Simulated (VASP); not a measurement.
# AlRu (Pm-3m) in VASP: a series of runs, part 2 of 2

VASP 6.6.1. Earlier steps stand in the parts before.

## 4. Relaxation of cell and atoms, PBE+U, spin-orbit coupling, no magnetisation

INCAR reads:

```
SYSTEM = AlRu
PREC = Accurate ; ENCUT = 580
EDIFF = 1E-7 ; ISMEAR = 0
SIGMA = 0.01 ; LREAL = .FALSE.
LASPH = .TRUE. ; NELM = 60
ALGO = Normal ; ISIF = 3
LWAVE = .FALSE. ; LCHARG = .FALSE.
MAGMOM = 0 0 0 0 0 0 ; LORBIT = 11
LSORBIT = .TRUE. ; GGA_COMPAT = .FALSE.
LMAXMIX = 4 ; LDAU = .TRUE.
LDAUTYPE = 2 ; LDAUL = 2 -1
LDAUU = 7 0 ; LDAUJ = 0 0
LDAUPRINT = 1 ; GGA = PE
IBRION = 1 ; NSW = 40
EDIFFG = -0.01 ; NELECT = 10.0
```

KPOINTS reads:

```
regular mesh
0
G
  7 7 7
  0 0 0
```

POSCAR reads:

```
AlRu
1.0
    2.9916000000      0.0000000000      0.0000000000
    0.0000000000      2.9916000000      0.0000000000
    0.0000000000      0.0000000000      2.9916000000
Ru Al
1 1
Cartesian
    1.4958000000      1.4958000000      1.4958000000
    0.0000000000      0.0000000000      0.0000000000
```

Potentials or basis: VASP PAW PBE potentials, release 64 (Ru, Al).

Started as:

```
> cat potpaw_PBE.64/Ru/POTCAR potpaw_PBE.64/Al/POTCAR > POTCAR
> mpirun -np 1 vasp_ncl > vasp.out
```

OUTCAR:

```text
SYSTEM = AlRu
   PREC = Accurate
   ENCUT = 580
   EDIFF = 1E-7
   ISMEAR = 0
   LREAL = .FALSE.
   LASPH = .TRUE.
   NELM = 60
   ISIF = 3
   LORBIT = 11
   LSORBIT = .TRUE.
   GGA = PE
   IBRION = 1
   NSW = 40
   EDIFFG = -0.01
   NELECT = 10.0

 ion  position               nearest neighbor table
   1  0.500  0.500  0.500-   2 2.59   2 2.59   2 2.59   2 2.59   2 2.59   2 2.59   2 2.59   2 2.59

   2  0.000  0.000  0.000-   1 2.59   1 2.59   1 2.59   1 2.59   1 2.59   1 2.59   1 2.59   1 2.59

  LATTYP: Found a simple cubic cell.
 ALAT       =     2.9916000000

  Lattice vectors:

 A1 = (   2.9916000000,   0.0000000000,   0.0000000000)
 A2 = (   0.0000000000,   2.9916000000,   0.0000000000)
 A3 = (   0.0000000000,   0.0000000000,   2.9916000000)

Analysis of symmetry for initial positions (statically):
=====================================================================
 Subroutine PRICEL returns:
 Original cell was already a primitive cell.

 Routine SETGRP: Setting up the symmetry group for a
 simple cubic supercell.

 Subroutine GETGRP returns: Found 48 space group operations
 (whereof 48 operations were pure point group operations)
 out of a pool of 48 trial point group operations.

The static configuration has the point symmetry O_h .

Analysis of symmetry for dynamics (positions and initial velocities):
=====================================================================
 Subroutine PRICEL returns:
 Original cell was already a primitive cell.

 Routine SETGRP: Setting up the symmetry group for a
 simple cubic supercell.

 Subroutine GETGRP returns: Found 48 space group operations
 (whereof 48 operations were pure point group operations)
[... 557 lines left out ...]
  energy without entropy =     -138.46448315  energy(sigma->0) =     -138.46457309

 E-fermi :  19.7367     XC(G=0): -15.0370

 val. band max:       19.7336200460   @ k =   0.4286   0.4286   0.2857
 cond. band min:      19.7867319784   @ k =   0.4286   0.4286   0.2857
 fundamental gap:      0.0531119324
 Fermi energy:        19.7366657480

 k-point     1 :       0.0000    0.0000    0.0000
  band No.  band energies     occupation
      1    -163.5014      1.00000
      2    -163.5014      1.00000
      3     -19.9336      1.00000
      4     -19.9336      1.00000
      5       8.7779      1.00000
      6       8.7779      1.00000
[... 438 lines left out ...]
  FREE ENERGIE OF THE ION-ELECTRON SYSTEM (eV)
  ---------------------------------------------------
  free  energy   TOTEN  =      -138.4646630433 eV

  energy  without entropy=     -138.4644831455  energy(sigma->0) =     -138.46457309

 reached required accuracy - stopping structural energy minimisation

 Spin-Orbit-Coupling matrix elements

 Ion:    1  E_soc:      0.1716692
 l=   1
     0.0000000    -0.0129530    -0.0129530
    -0.0129530     0.0000000    -0.0129530
    -0.0129530    -0.0129530     0.0000000
 l=   2
     0.0000000     0.0666806     0.0000000     0.0666806    -0.0251160
     0.0666806     0.0000000    -0.0188370     0.0666806    -0.0062790
     0.0000000    -0.0188370     0.0000000    -0.0188370     0.0000000
     0.0666806     0.0666806    -0.0188370     0.0000000    -0.0062790
    -0.0251160    -0.0062790     0.0000000    -0.0062790     0.0000000
 l=   3
     0.0000000     0.0000000     0.0000000     0.0000000     0.0000000     0.0000000     0.0000000
     0.0000000     0.0000000     0.0000000     0.0000000     0.0000000     0.0000000     0.0000000
     0.0000000     0.0000000     0.0000000     0.0000000     0.0000000     0.0000000     0.0000000
     0.0000000     0.0000000     0.0000000     0.0000000     0.0000000     0.0000000     0.0000000
     0.0000000     0.0000000     0.0000000     0.0000000     0.0000000     0.0000000     0.0000000
     0.0000000     0.0000000     0.0000000     0.0000000     0.0000000     0.0000000     0.0000000
     0.0000000     0.0000000     0.0000000     0.0000000     0.0000000     0.0000000     0.0000000

 Ion:    2  E_soc:      0.0083286
 l=   1
     0.0000000     0.0013881     0.0013881
     0.0013881     0.0000000     0.0013881
     0.0013881     0.0013881     0.0000000
 l=   2
     0.0000000     0.0000000     0.0000000     0.0000000     0.0000000
     0.0000000     0.0000000     0.0000000     0.0000000     0.0000000
     0.0000000     0.0000000     0.0000000     0.0000000     0.0000000
     0.0000000     0.0000000     0.0000000     0.0000000     0.0000000
     0.0000000     0.0000000     0.0000000     0.0000000     0.0000000
 l=   3
     0.0000000     0.0000000     0.0000000     0.0000000     0.0000000     0.0000000     0.0000000
     0.0000000     0.0000000     0.0000000     0.0000000     0.0000000     0.0000000     0.0000000
     0.0000000     0.0000000     0.0000000     0.0000000     0.0000000     0.0000000     0.0000000
     0.0000000     0.0000000     0.0000000     0.0000000     0.0000000     0.0000000     0.0000000
     0.0000000     0.0000000     0.0000000     0.0000000     0.0000000     0.0000000     0.0000000
     0.0000000     0.0000000     0.0000000     0.0000000     0.0000000     0.0000000     0.0000000
     0.0000000     0.0000000     0.0000000     0.0000000     0.0000000     0.0000000     0.0000000

 total charge

# of ion       s       p       d       tot
------------------------------------------
    1        0.913   0.995  17.455  19.363
    2        0.491   0.470   0.000   0.961
--------------------------------------------------
tot          1.403   1.466  17.455  20.324

 magnetization (x)

# of ion       s       p       d       tot
------------------------------------------
    1        0.000   0.000  -0.000  -0.000
    2        0.000   0.000   0.000   0.000
--------------------------------------------------
tot          0.000   0.000  -0.000  -0.000

 magnetization (y)

# of ion       s       p       d       tot
------------------------------------------
    1        0.000   0.000  -0.000  -0.000
    2       -0.000  -0.000   0.000  -0.000
--------------------------------------------------
tot         -0.000  -0.000  -0.000  -0.000

 magnetization (z)

# of ion       s       p       d       tot
------------------------------------------
    1       -0.000   0.000   0.000   0.000
    2        0.000   0.000   0.000   0.000
--------------------------------------------------
tot         -0.000   0.000   0.000   0.000
```

OSZICAR:

```text
N       E                     dE             d eps       ncg     rms          rms(c)
DAV:   1     0.368222240555E+02    0.36822E+02   -0.45569E+03   720   0.106E+03
DAV:   2    -0.161796710380E+02   -0.53002E+02   -0.49272E+02   760   0.204E+02
[... 269 lines left out ...]
DAV:   3    -0.138464657215E+03   -0.50710E-05   -0.64274E-06   764   0.319E-02    0.204E-02
DAV:   4    -0.138464659528E+03   -0.23132E-05   -0.90498E-07   830   0.103E-02    0.663E-03
DAV:   5    -0.138464660534E+03   -0.10058E-05   -0.13444E-07   564   0.380E-03    0.629E-03
DAV:   6    -0.138464661931E+03   -0.13971E-05   -0.34185E-07   716   0.591E-03    0.465E-03
DAV:   7    -0.138464662972E+03   -0.10407E-05   -0.39253E-07   724   0.627E-03    0.141E-03
DAV:   8    -0.138464663043E+03   -0.71530E-07   -0.11372E-08   362   0.118E-03
   9 F= -.13846466E+03 E0= -.13846457E+03  d E =0.104569E-02  mag=     0.0000     0.0000    -0.0000
```

Run time: 4.4 min. Hardware: 1 thread of Intel Xeon Platinum 8488C (Sapphire Rapids), shared host; peak memory 0.26 GiB.

The run converged, but some of its settings lie outside the range that counts as converged (typed here: IBRION = 1; NELECT = 10), so its numbers aren't taken as properties of the crystal.

What came out:

```
Free energy                                       : -138.4647 eV
Relaxed volume                                    : 7.46 Å³/atom
Relaxed cell                                      : a = 2.462 Å, b = 2.462 Å, c = 2.462 Å, α = 90.00°, β = 90.00°, γ = 90.00°
Space group after relaxing (to 0.05 Å)            : Pm-3m (No. 221)
Energy gained by relaxing                         : 60414.3 meV/atom
Ionic steps                                       : 9
All electrons inside the program's atomic spheres : Ru 19.36; Al 0.96
```

Caveat: the cell is charged against a uniform background, so pressure and absolute levels hang on convention; the electronic state changed during the relaxation; the volume moved by over 15 % at a fixed basis, so the end points are rough; the U is typed as a test and isn't derived for this compound.

## 5. The reference run

An earlier run on the cell as given: functional PBEsol; potentials or basis VASP PAW PBE potentials, release 64 (Ru_pv, Al); cutoff 520 eV; k mesh 9 × 9 × 9; occupations fermi-dirac, width 0.05 eV; no spin polarisation.

- Pressure: -3.3 GPa
- Band gap on the k mesh: none (metal or under the smearing width)
